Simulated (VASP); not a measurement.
## NaI: equation of state with PBE

The system is NaI.

```
Na I
1.0
     5.15075    0.00000    0.00000
    -2.57538    4.46068    0.00000
     0.00000    0.00000    7.97323
Na I
2 2
Direct
  0.33333 0.66667 0.38161
  0.66667 0.33333 0.88161
  0.33333 0.66667 0.99153
  0.66667 0.33333 0.49153
```

The cell was built by a generator and needn't be a form met in nature.

```yaml
Program: VASP 6.6.1
Task: equation of state
Functional: PBE
Potentials_or_basis: VASP PAW PBE potentials, release 64 (Na_pv, I)
Cutoff: 520 eV
k_mesh: 6 × 6 × 4
Occupations: fermi-dirac, width 0.05 eV
Spin: no spin polarisation
Further_INCAR_settings: ALGO = Normal; EDIFF = 1e-07; NBANDS = 22
```

The equilibrium volume is 45.86 Å³/atom. The bulk modulus at fixed shape and positions is 10.6 GPa and the pressure derivative of the bulk modulus is 4.6.

Energy against volume, from the lowest point:
```
volume (Å³/atom)  energy (meV/atom)
          43.050               6.44
          43.966               2.81
          44.882               0.72
          45.798               0.00
          46.714               0.51
          47.630               2.11
          48.546               4.69
```

All runs of the series together: 19 min on 1 thread of AMD EPYC 7R13 Processor (Zen 3), with other jobs on the host.

Caveat: the cell was scaled at fixed shape and fractional positions, which overstates the stiffness of a crystal with free parameters, most of all of layers and chains. Spin-orbit coupling is left out, which matters for the levels of I.
